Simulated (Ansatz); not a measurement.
Wanted: the native input for an Ansatz 0.2.0 run.

```yaml
Task: band structure
Functional: BLYP
Potentials_or_basis: Ansatz PAW
Cutoff: "420 eV (not typed: the program's choice for these potentials)"
k_mesh: 8 × 8 × 5
Occupations: fermi-dirac, width 0.05 eV
Spin: no spin polarisation
Path: "[[\"G\", \"M\", \"K\", \"G\", \"A\", \"L\", \"H\", \"A\"], [\"L\", \"M\"], [\"K\", \"H\"]]"
Points_for_each_segment_of_the_path: 14
```

SnSe2:

```xyz
3
Lattice="3.8110 0.0000 0.0000 -1.9055 3.3004 0.0000 0.0000 0.0000 6.1360" Properties=species:S:1:pos:R:3 pbc="T T T"
Sn    0.0000    0.0000    0.0000
Se    1.9055    1.1001    4.6081
Se    0.0000    2.2003    1.5279
```

One way to write it, as run:

input.yaml

```yaml
crystal:
  lattice:
    - [3.811, 0.0, 0.0]
    - [-1.9055, 3.3004228138, 0.0]
    - [0.0, 0.0, 6.136]
  atoms:
    - { symbol: Sn, position: [0.0, 0.0, 0.0] }
    - { symbol: Se, position: [0.6666666667, 0.3333333333, 0.751] }
    - { symbol: Se, position: [0.3333333333, 0.6666666667, 0.249] }
hamiltonian:
  xc: blyp
  pseudopotentials: { kind: paw }
kpoints:
  mp_grid: { grid: [8, 8, 5] }
  band_path:
    path:
      - [[0.0, 0.0, 0.0], [0.5, 0.0, 0.0], [0.3333333333, 0.3333333333, 0.0], [0.0, 0.0, 0.0], [0.0, 0.0, 0.5], [0.5, 0.0, 0.5], [0.3333333333, 0.3333333333, 0.5], [0.0, 0.0, 0.5]]
      - [[0.5, 0.0, 0.5], [0.5, 0.0, 0.0]]
      - [[0.3333333333, 0.3333333333, 0.0], [0.3333333333, 0.3333333333, 0.5]]
    npoints: 14
scf:
  occupations: { method: fermi_dirac, width: 0.05 }
  n_extra_bands: 7
output:
  forces: true
  stress: true
  eigenvalues: true
  fatbands: false
  write_density: true
  write_potential: true
  elf: true
  volumetric_format: npy
```

Potentials or basis: Ansatz PAW.

Command:

```console
$ ansatz run input.yaml --threads 2 --pin off --max-ram 5632MiB --backend cpu --events-out ev --progress --plain --runs-dir out
```

It gave:

```json
{
 "Pressure": "9.6 GPa",
 "Largest force": "1.055 eV/Å",
 "Band gap on the k mesh": "0.80 eV, indirect (least direct gap 1.03 eV)",
 "Band gap along the path": "0.72 eV, indirect (least direct gap 1.03 eV)"
}
```

Caveat: the k mesh misses the band edges, so the gap on the mesh is wider than the one along the path; spin-orbit coupling is left out, which moves the levels of the heavy elements; this functional lacks dispersion, which binds the layers, so the pressure and a relaxed spacing across them are unreliable; the PAW data sets come from PBE, with cores solved anew for the run's functional, which leaves a small shift of forces and pressure; forces of over 1 eV/Å show positions far from the minimum, so gaps and moduli don't describe the material at rest.

Run time: 12 s on 2 threads of Intel(R) Xeon(R) Processor @ 2.50GHz (Skylake/Cascade Lake) (shared host), peak memory 0.47 GiB.
